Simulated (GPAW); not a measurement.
Runs of GPAW 26.7.0 on Te2Mo. It takes space group P6_3/mmc (No. 194, hexagonal). The conventional cell has a = 3.518 Å, b = 3.518 Å, c = 13.974 Å, α = 90.00°, β = 90.00°, γ = 120.00°. Around Te (site symmetry 3m) lie 3 Mo at 2.72 Å. Mo (site symmetry -6m2) is surrounded by 6 Te at 2.72 Å. 

```tsv
task	level	potentials or basis	spin	cell	band path	band points	spin axis theta (degrees)	spin axis phi (degrees)	optimizer	gap on the mesh (eV)	pressure (GPa)	relaxed volume (Å³/atom)	largest force (eV/Å)
band structure	optPBE-vdW	GPAW PAW data sets (gpaw-data 1.2.1), pw	SOC, no magnetisation	as given	GMKGALHA,LM,KH	60	90	0	-	(d)	-	-	0.41
relaxation of cell and atoms	PBEsol+D4	PAW data sets generated in the run's folder for this functional, pw	off	relaxed	-	-	-	-	BFGS	0.48	0.0	23.17	-
band structure	TASK	GPAW PAW data sets (gpaw-data 1.2.1), pw	SOC, no magnetisation	as given	GMKGALHA,LM,KH	80	0	0	-	(b)	7.1	-	0.27
relaxation of cell and atoms	AM05+D4	PAW data sets generated in the run's folder for this functional, pw	off	relaxed	-	-	-	-	LBFGS	0.56	-0.1	23.25	0.01
relaxation of cell and atoms	mBEEF	GPAW PAW data sets (gpaw-data 1.2.1), pw	off	relaxed	-	-	-	-	LBFGS	1.39	-0.1	(c)	0.01
band structure	rSCAN	GPAW PAW data sets (gpaw-data 1.2.1), pw	SOC, no magnetisation	as given	GMKGALHA,LM,KH	80	54.7	45	-	0.79	1.5	-	(a)
relaxation of cell and atoms	RPBE+D3(BJ)	the program's PAW data sets (release 1.2.1) made for this functional, pw	off	relaxed to -1 GPa	-	-	-	-	BFGS	none	-1.0	-	0.02
```

Alike in all rows: k mesh 5 × 5 × 2; cutoff (eV) 600; smearing fermi-dirac 0.05 eV; the mesh is coarse, so values aren't converged.

Fill in the values left out.

(a) 0.15; (b) 0.99; (c) 28.68; (d) 0.69.

Caveats: some runs use coarse meshes; the PAW data sets were made with another functional, which shifts forces and pressure a little (some runs); later steps reuse the first step's grids (some runs); spin-orbit coupling was added after a scalar SCF, so levels and gaps hold it while energy, forces, pressure and moments don't (some runs); this program's spin-orbit splittings come out too wide for heavy elements (some runs); spin-orbit coupling is left out, which moves the levels of the heavy elements (some runs); an odd mesh through Γ misses points on the zone boundary, where band edges often lie (some runs); the volume moved by +15 % from the deposited cell, more than functionals usually miss (some runs).

A k mesh can miss the band edges, and rows without SOC leave out spin-orbit coupling on Mo, Te.

A gap of «none» marks a metal or a gap under the smearing width.

Runs at the PBE level aren't shown here.
